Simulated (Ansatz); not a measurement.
# SiC (P6_3mc) in Ansatz: further runs

The runs below take SiC through single point, equation of state, with PBE.

Everything below comes from runs of Ansatz 0.2.0. Logs are shortened: lines on timing, memory, paths and dates and some standing lists are left out, and cuts for length are marked.

**1. Starting point**

The structure is hexagonal, space group P6_3mc (No. 186). Conventional cell: a = 3.076 Å, b = 3.076 Å, c = 10.071 Å, α = 90.00°, β = 90.00°, γ = 120.00°. Around Si (site symmetry 3m) lie 4 C at 1.88 to 1.89 Å. Si (site symmetry 3m) is surrounded by 4 C at 1.88 to 1.89 Å. C (site symmetry 3m) is surrounded by 4 Si at 1.88 to 1.89 Å. C (site symmetry 3m) has 4 Si at 1.88 to 1.89 Å as nearest neighbours.

The cell is a database's computed one.

**2. Single point, PBE, 9.69 Å³/atom (volume scaled by 0.94)**

File input.yaml:

```yaml
crystal:
  lattice:
    - [3.0129072637, 0.0, 0.0]
    - [-1.5064536318, 2.6092542296, 0.0]
    - [0.0, 0.0, 9.8650653976]
  atoms:
    - { symbol: Si, position: [0.0, 0.0, 0.18789438] }
    - { symbol: Si, position: [0.0, 0.0, 0.68789438] }
    - { symbol: Si, position: [0.3333333333, 0.6666666667, 0.43784198] }
    - { symbol: Si, position: [0.6666666667, 0.3333333333, 0.93784198] }
    - { symbol: C, position: [0.0, 0.0, 0.00046005] }
    - { symbol: C, position: [0.0, 0.0, 0.50046005] }
    - { symbol: C, position: [0.3333333333, 0.6666666667, 0.24980259] }
    - { symbol: C, position: [0.6666666667, 0.3333333333, 0.74980259] }
hamiltonian:
  xc: pbe
  pseudopotentials: { kind: nc, accuracy: standard }
kpoints:
  mp_grid: { grid: [10, 10, 3] }
scf:
  occupations: { method: fermi_dirac, width: 0.05 }
output:
  forces: true
  stress: true
  eigenvalues: true
```

Potentials or basis: PseudoDojo standard (PBE files).

On the command line:

```sh
> ansatz run input.yaml --threads 2 --pin off --max-ram 5120MiB --backend cpu --events-out ev --progress --plain --runs-dir out
```

The program printed:

```text
Warning: RAYON_NUM_THREADS=2 ignored (pool sized by the plan → 2); use --threads N
Engine: ansatz 0.2.0, x86_64-unknown-linux-gnu
Pseudopotentials: kind: nc
Pseudopotential: Si, nc, valence charge 4, recommended cutoff 489.804952 eV (normal), Si.nc.azcp (PseudoDojo's, or run here from an input of PseudoDojo's; its table is named by hamiltonian.pseudopotentials.accuracy)
Pseudopotential: C, nc, valence charge 4, recommended cutoff 1115.666836 eV (normal), C.nc.azcp (PseudoDojo's, or run here from an input of PseudoDojo's; its table is named by hamiltonian.pseudopotentials.accuracy)
Functional definition: PBE
  parameter kappa = 0.804
  parameter beta = 0.06672455060314922
  exchange = pbe_x(kappa = kappa, mu = beta*pi^2/3)
  correlation = pbe_c(beta = beta)
Crystal: 8 atoms, lattice volume = 77.554 Å³
Basis set: ecut = 1115.666836 eV, 6551 PW (Γ), exchange–correlation on 72×72×216 points (8 copies of the dense FFT grid, shifted against one another)
Bands: 24, of which v1, the nominal top of the filled ones, is band 16 counted from 1 (15 counted from 0)
Symmetry: 12 space group operations
Space group: P63mc (ITA 186), of the structure as read, at distance tolerance 4.3e-5 Å
k-points: 28 of 300 (time reversal used)
Non-local potential: Si, projectors of the file, l = 0: 2, l = 1: 2, l = 2: 2
Non-local potential: C, projectors of the file, l = 0: 2, l = 1: 2
Initial density: superposition of atomic densities (chi_scale 0.1, normalization cell, long waves kept (reshape's long-wave potential 0.00 eV rms))
Initial wavefunctions: pseudopotential atomic-orbital guess
Functional: x = pbe(κ = 0.804, μ = 0.2195149727645171), c = pbe(β = 0.06672455060314922)
SCF iter   1: F=—  HF=-1124.349704 eV  |F-HF|=—  |Δ(HF+E_count)|=         —  Δρ=1.55e-1  dr2=2.15e1  ethr=3.10e-3  ⟨swp⟩=7.1  Hψ=3892  notcnv=0  defer=4
preconditioner: auto → none  [insulator: Δε(μ)=4.156 eV  Ē_g=13.374 eV  σ=0.050 eV  W_gap=1.00  n_scr=6 (ndim 8)  ℏωp=23.9 eV  f_vac=0.000  D(μ)=0.00/eV (n_scr^D=0)  ε∞_Penn≈4.2]
SCF iter   2: F=—  HF=-1117.699448 eV  |F-HF|=—  |Δ(HF+E_count)|=    6.65e0  Δρ=4.73e-2  dr2=9.82e-1  ethr=3.10e-3  ⟨swp⟩=5.0  Hψ=2206  notcnv=0  defer=74
SCF iter   3: F=—  HF=-1117.488817 eV  |F-HF|=—  |Δ(HF+E_count)|=   2.11e-1  Δρ=1.95e-2  dr2=1.46e-1  ethr=3.07e-3  ⟨swp⟩=3.4  Hψ=1358  notcnv=0  defer=51
automatic band count: iteration 3 solves 23 bands in place of 24: the levels show a gap, and the empty bands left out lie too high to hold charge; the band table lists the bands solved (type scf.n_extra_bands for more)
SCF iter   4: F=—  HF=-1117.482899 eV  |F-HF|=—  |Δ(HF+E_count)|=   5.92e-3  Δρ=1.41e-3  dr2=1.19e-3  ethr=4.58e-4  ⟨swp⟩=2.0  Hψ=734  notcnv=0  defer=25
automatic band count: iteration 4 solves 22 bands in place of 23: the levels show a gap, and the empty bands left out lie too high to hold charge; the band table lists the bands solved (type scf.n_extra_bands for more)
SCF iter   5: F=—  HF=-1117.483333 eV  |F-HF|=—  |Δ(HF+E_count)|=   4.35e-4  Δρ=3.56e-4  dr2=1.62e-4  ethr=3.73e-6  ⟨swp⟩=2.1  Hψ=1025  notcnv=0  defer=25
SCF iter   6: F=—  HF=-1117.483297 eV  |F-HF|=—  |Δ(HF+E_count)|=   3.68e-5  Δρ=1.74e-4  dr2=9.22e-6  ethr=5.07e-7  ⟨swp⟩=2.0  Hψ=889  notcnv=0  defer=25
SCF iter   7: F=—  HF=-1117.483308 eV  |F-HF|=—  |Δ(HF+E_count)|=   1.12e-5  Δρ=5.00e-5  dr2=3.29e-6  ethr=2.88e-8  ⟨swp⟩=2.0  Hψ=1038  notcnv=0  defer=25
SCF iter   8: F=—  HF=-1117.483307 eV  |F-HF|=—  |Δ(HF+E_count)|=   8.60e-7  Δρ=2.08e-5  dr2=3.10e-7  ethr=1.03e-8  ⟨swp⟩=2.1  Hψ=902  notcnv=0  defer=25
SCF iter   9: F=-1117.483307 eV  HF=-1117.483307 eV  |F-HF|=8.03e-9  |Δ(HF+E_count)|=   9.95e-8  Δρ=5.44e-6  dr2=1.55e-8  ethr=3.13e-10  ⟨swp⟩=10.6  Hψ=3505  notcnv=0
SCF 1 converged in 9 iterations: F = -1117.483307 eV  dr2 = 1.55e-8
SCF converged after 9 iterations
Free energy (F): -1117.483307 eV
Harris-Foulkes:  -1117.483307 eV  (|F-HF|=8.03e-9)
Internal energy: -1117.483307 eV  (E = F + TS)
E sigma→0 (E₀):  -1117.483307 eV
Fermi energy:    11.535294 eV
--- Per-component energies (eV) ---
  E_band       = 136.383003
  E_kinetic    = 658.469071
  E_local      = -348.501720  (includes V_loc(G=0)·N_el)
  E_nonlocal   = 27.290599
  E_hartree    = 125.322300
  E_xc         = -416.795418
  E_vxc        = -451.517352  (∫ρ·V_xc dr)
  E_ewald      = -1163.268139
  E_smearing   = -0.000000  (= −TS)
  E_closure    = -0.000000  (closes the sum)
  Σ components = -1117.483307   (vs F -1117.483307, Δ=0.00e0)
--- Forces (eV/Å), atoms counted from 1 ---
  atom   1  Si     0.00000000     0.00000000     0.01043183
  atom   2  Si    -0.00000000    -0.00000000     0.01043183
  atom   3  Si    -0.00000000     0.00000000    -0.02805046
  atom   4  Si     0.00000000    -0.00000000    -0.02805046
  atom   5  C     -0.00000000     0.00000000    -0.00165876
  atom   6  C      0.00000000     0.00000000    -0.00165876
  atom   7  C     -0.00000000    -0.00000000     0.01925950
  atom   8  C      0.00000000     0.00000000     0.01925950
  max |Σ_I F_I| component: 3.58e-5 eV/Å
--- Stress (GPa, compression-positive) ---
       19.917399       0.000000      -0.000000
        0.000000      19.917399       0.000000
       -0.000000       0.000000      19.536841
  P = ⅓ Tr σ = 19.7905 GPa (197.905 kbar)
--- Band table (eV; the first three rows and the last of 28) ---
  k-point 0: bands = ["-5.6079", "-4.3696", "-4.3279", "-1.7953", "1.4107", "5.8921", "5.9367", "9.1940", "9.1940", "9.6632", "9.6632", "9.8141", "9.8141", "10.3500", "10.4042", "10.4042", "16.0646", "16.6389", "17.3045", "17.4233", "17.7258", "17.7258"]
  k-point 1: bands = ["-5.4652", "-5.0409", "-3.4263", "-2.3968", "2.2404", "3.9385", "7.9169", "9.2607", "9.2607", "9.4480", "9.4480", "9.6118", "10.0586", "10.0586", "10.3063", "10.3063", "16.1600", "16.4174", "17.5859", "17.7900", "17.7987", "17.7987"]
  k-point 2: bands = ["-5.4254", "-4.1929", "-4.1504", "-1.6419", "1.5819", "5.9516", "6.0009", "8.2301", "8.8540", "8.8914", "9.0452", "9.4602", "9.5610", "9.7776", "10.2330", "10.3322", "16.2473", "16.8713", "16.9118", "17.5124", "17.7392", "17.9778"]
  k-point 27: bands = ["-1.2492", "-1.0074", "-0.4627", "-0.3638", "2.6544", "2.9358", "2.9546", "3.5131", "4.3612", "4.5862", "5.3860", "5.7068", "6.6895", "7.6594", "7.9092", "8.2838", "13.8393", "13.9958", "16.3497", "17.1109", "17.2338", "18.2314"]
```

It took 7 s on 2 threads of AMD EPYC 7B13 (Zen 3), shared host; peak memory 0.52 GiB.

What came out:

| Quantity | Value |
| --- | --- |
| Free energy | -1117.4833 eV |
| Pressure | 19.8 GPa |
| Largest force | 0.028 eV/Å |
| Band gap on the k mesh | 2.24 eV, indirect (least direct gap 3.38 eV) |

Caveat: odd divisions of the mesh miss points on the zone boundary, where band edges often lie, so the gap on the mesh can be too wide.

**3. Single point, PBE, 9.90 Å³/atom (volume scaled by 0.96)**

input.yaml, as its differences from that of step 2:

```diff
@@ -2,5 +2,5 @@
   lattice:
-    - [3.0129072637, 0.0, 0.0]
-    - [-1.5064536318, 2.6092542296, 0.0]
-    - [0.0, 0.0, 9.8650653976]
+    - [3.0341256196, 0.0, 0.0]
+    - [-1.5170628097, 2.6276298648, 0.0]
+    - [0.0, 0.0, 9.9345399781]
   atoms:
@@ -25 +25,5 @@
   eigenvalues: true
+  write_density: true
+  write_potential: true
+  elf: true
+  volumetric_format: npy
```

Potentials or basis: PseudoDojo standard (PBE files).

On the command line:

```sh
> ansatz run input.yaml --threads 2 --pin off --max-ram 5120MiB --backend cpu --events-out ev --progress --plain --runs-dir out
```

Run time: 9.6 s. Hardware: 2 threads of AMD EPYC 7B13 (Zen 3), shared host; peak memory 0.57 GiB.

It converged, with:

```
Free energy            : -1117.6568 eV
Pressure               : 14.0 GPa
Largest force          : 0.020 eV/Å
Band gap on the k mesh : 2.24 eV, indirect (least direct gap 3.37 eV)
```

Caveat: odd divisions of the mesh miss points on the zone boundary, where band edges often lie, so the gap on the mesh can be too wide.

**4. Single point, PBE, 10.11 Å³/atom (volume scaled by 0.98)**

input.yaml, as its differences from that of step 3:

```diff
@@ -2,5 +2,5 @@
   lattice:
-    - [3.0341256196, 0.0, 0.0]
-    - [-1.5170628097, 2.6276298648, 0.0]
-    - [0.0, 0.0, 9.9345399781]
+    - [3.0550512851, 0.0, 0.0]
+    - [-1.5275256425, 2.6457520228, 0.0]
+    - [0.0, 0.0, 10.0030562121]
   atoms:
@@ -25,5 +25 @@
   eigenvalues: true
-  write_density: true
-  write_potential: true
-  elf: true
-  volumetric_format: npy
```

On the command line:

```sh
> ansatz run input.yaml --threads 2 --pin off --max-ram 5120MiB --backend cpu --events-out ev --progress --plain --runs-dir out
```

Wall time 6.9 s (2 threads of AMD EPYC 7B13 (Zen 3), shared host); peak memory 0.54 GiB.

Results (log left out):

```yaml
Free_energy: -1117.7734 eV
Pressure: 8.7 GPa
Largest_force: 0.013 eV/Å
Band_gap_on_the_k_mesh: 2.24 eV, indirect (least direct gap 3.37 eV)
```

Caveat: odd divisions of the mesh miss points on the zone boundary, where band edges often lie, so the gap on the mesh can be too wide.

**5. Single point, PBE, 10.31 Å³/atom**

input.yaml, as its differences from that of step 4:

```diff
@@ -2,5 +2,5 @@
   lattice:
-    - [3.0550512851, 0.0, 0.0]
-    - [-1.5275256425, 2.6457520228, 0.0]
-    - [0.0, 0.0, 10.0030562121]
+    - [3.0756941497, 0.0, 0.0]
+    - [-1.5378470748, 2.6636292679, 0.0]
+    - [0.0, 0.0, 10.07064648]
   atoms:
```

On the command line:

```sh
> ansatz run input.yaml --threads 2 --pin off --max-ram 5120MiB --backend cpu --events-out ev --progress --plain --runs-dir out
```

Wall time 7.1 s (2 threads of AMD EPYC 7B13 (Zen 3), shared host); peak memory 0.52 GiB.

The run converged. Its results:

* Free energy: -1117.8384 eV
* Pressure: 4.0 GPa
* Largest force: 0.008 eV/Å
* Band gap on the k mesh: 2.23 eV, indirect (least direct gap 3.36 eV)

Caveat: odd divisions of the mesh miss points on the zone boundary, where band edges often lie, so the gap on the mesh can be too wide.

**6. Single point, PBE, 10.52 Å³/atom (volume scaled by 1.02)**

input.yaml, as its differences from that of step 5:

```diff
@@ -2,5 +2,5 @@
   lattice:
-    - [3.0756941497, 0.0, 0.0]
-    - [-1.5378470748, 2.6636292679, 0.0]
-    - [0.0, 0.0, 10.07064648]
+    - [3.0960635787, 0.0, 0.0]
+    - [-1.5480317893, 2.6812697109, 0.0]
+    - [0.0, 0.0, 10.1373414467]
   atoms:
```

Potentials or basis: PseudoDojo standard (PBE files).

On the command line:

```sh
> ansatz run input.yaml --threads 2 --pin off --max-ram 5120MiB --backend cpu --events-out ev --progress --plain --runs-dir out
```

Wall time 7.5 s (2 threads of AMD EPYC 7B13 (Zen 3), shared host); peak memory 0.54 GiB.

Results (log left out):

```yaml
Free_energy: -1117.8564 eV
Pressure: -0.4 GPa
Largest_force: 0.004 eV/Å
Band_gap_on_the_k_mesh: 2.23 eV, indirect (least direct gap 3.35 eV)
```

Caveat: odd divisions of the mesh miss points on the zone boundary, where band edges often lie, so the gap on the mesh can be too wide.

**7. Single point, PBE, 10.73 Å³/atom (volume scaled by 1.04)**

input.yaml, as its differences from that of step 6:

```diff
@@ -2,5 +2,5 @@
   lattice:
-    - [3.0960635787, 0.0, 0.0]
-    - [-1.5480317893, 2.6812697109, 0.0]
-    - [0.0, 0.0, 10.1373414467]
+    - [3.116168451, 0.0, 0.0]
+    - [-1.5580842255, 2.6986810411, 0.0]
+    - [0.0, 0.0, 10.2031701838]
   atoms:
```

On the command line:

```sh
> ansatz run input.yaml --threads 2 --pin off --max-ram 5120MiB --backend cpu --events-out ev --progress --plain --runs-dir out
```

It took 7.5 s on 2 threads of AMD EPYC 7B13 (Zen 3), shared host; peak memory 0.55 GiB.

Results (log left out):

| Property | Result |
| --- | --- |
| Free energy | -1117.8319 eV |
| Pressure | -4.3 GPa |
| Largest force | 0.006 eV/Å |
| Band gap on the k mesh | 2.22 eV, indirect (least direct gap 3.33 eV) |

Caveat: odd divisions of the mesh miss points on the zone boundary, where band edges often lie, so the gap on the mesh can be too wide.

**8. Single point, PBE, 10.93 Å³/atom (volume scaled by 1.06)**

input.yaml, as its differences from that of step 7:

```diff
@@ -2,5 +2,5 @@
   lattice:
-    - [3.116168451, 0.0, 0.0]
-    - [-1.5580842255, 2.6986810411, 0.0]
-    - [0.0, 0.0, 10.2031701838]
+    - [3.1360171929, 0.0, 0.0]
+    - [-1.5680085964, 2.7158705557, 0.0]
+    - [0.0, 0.0, 10.2681602811]
   atoms:
```

On the command line:

```sh
> ansatz run input.yaml --threads 2 --pin off --max-ram 5120MiB --backend cpu --events-out ev --progress --plain --runs-dir out
```

Wall time 8 s (2 threads of AMD EPYC 7B13 (Zen 3), shared host); peak memory 0.56 GiB.

It converged, with:

```yaml
Free_energy: -1117.7687 eV
Pressure: -7.9 GPa
Largest_force: 0.012 eV/Å
Band_gap_on_the_k_mesh: 2.22 eV, indirect (least direct gap 3.32 eV)
```

Caveat: odd divisions of the mesh miss points on the zone boundary, where band edges often lie, so the gap on the mesh can be too wide.

**9. Equation of state, PBE**

Potentials or basis: PseudoDojo standard.

No new run: the results of the series are fitted here.

What came out:

| Quantity | Value |
| --- | --- |
| Equilibrium volume | 10.50 Å³/atom |
| Bulk modulus at fixed shape and positions | 212 GPa |
| Pressure derivative of the bulk modulus | 3.9 |

Energy against volume, from the lowest point:
| volume (Å³/atom) | energy (meV/atom) |
| --- | --- |
| 9.694 | 46.64 |
| 9.900 | 24.95 |
| 10.107 | 10.38 |
| 10.313 | 2.26 |
| 10.519 | 0.00 |
| 10.726 | 3.07 |
| 10.932 | 10.96 |

Caveat: the cell was scaled at fixed shape and fractional positions, which overstates the stiffness of a crystal with free parameters, most of all of layers and chains.
